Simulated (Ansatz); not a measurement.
# Al2Ni3: the cost of one run

Computed with Ansatz 0.2.0 (DFT PBE, scalar-relativistic, plane waves, PAW, unless a step's input says otherwise).

## Step 1: Starting point

Symmetry: R-3m, No. 166, trigonal system. Conventional cell: a = 4.984 Å, b = 4.984 Å, c = 8.844 Å, α = 90.00°, β = 90.00°, γ = 120.00°. Around Al (site symmetry -3m) lie 6 Ni at 2.06 Å. Al (site symmetry -3m) has 6 Ni at 2.49 Å as nearest neighbours. Around Ni (site symmetry 2/m) lie 2 Al at 2.06 Å.

Coordinates:

```xyz
5
Lattice="2.4921 1.4388 2.9480 -2.4921 1.4388 2.9480 0.0000 -2.8777 2.9480" Properties=species:S:1:pos:R:3 pbc="T T T"
Al    0.0000    0.0000    0.0000
Al    0.0000    0.0000    4.4219
Ni    0.0000   -1.4388    1.4740
Ni    1.2461    0.7194    1.4740
Ni   -1.2461    0.7194    1.4740
```

Recipe of the guess: random cell by space group and Wyckoff sites (R-3m, No. 166). Lengths come from tabulated atomic sizes and are only a guess.

## Step 2: The guess as it stands, on a coarse mesh

input.yaml reads:

```yaml
crystal:
  lattice:
    - [2.49212331, 1.43882807, 2.94795731]
    - [-2.49212331, 1.43882807, 2.94795731]
    - [0.0, -2.87765613, 2.94795731]
  atoms:
    - { symbol: Al, position: [0.0, 0.0, 0.0] }
    - { symbol: Al, position: [0.5, 0.5, 0.5] }
    - { symbol: Ni, position: [0.0, 0.0, 0.5], spin: 2.0 }
    - { symbol: Ni, position: [0.5, 0.0, 0.0], spin: 2.0 }
    - { symbol: Ni, position: [0.0, 0.5, 0.0], spin: 2.0 }
basis:
  ecutwfc: 420
kpoints:
  mp_grid: { grid: [6, 6, 6] }
hamiltonian:
  xc: pbe
scf:
  occupations: { method: gaussian, width: 0.1 }
  lower_state_search: "off"
output:
  forces: true
  stress: true
  eigenvalues: true
  populations: true
magnetization:
  spin_polarized: true
```

Run with:

```console
$ ansatz run input.yaml --threads 4 --pin off --max-ram 8192MiB --backend cpu --events-out ev --progress --plain --runs-dir out
```

What time and memory should one allow on 4 threads of Intel Xeon Platinum 8375C at 2.90GHz (Ice Lake), shared host?

About 3.9 s, with a peak of 0.51 GiB.
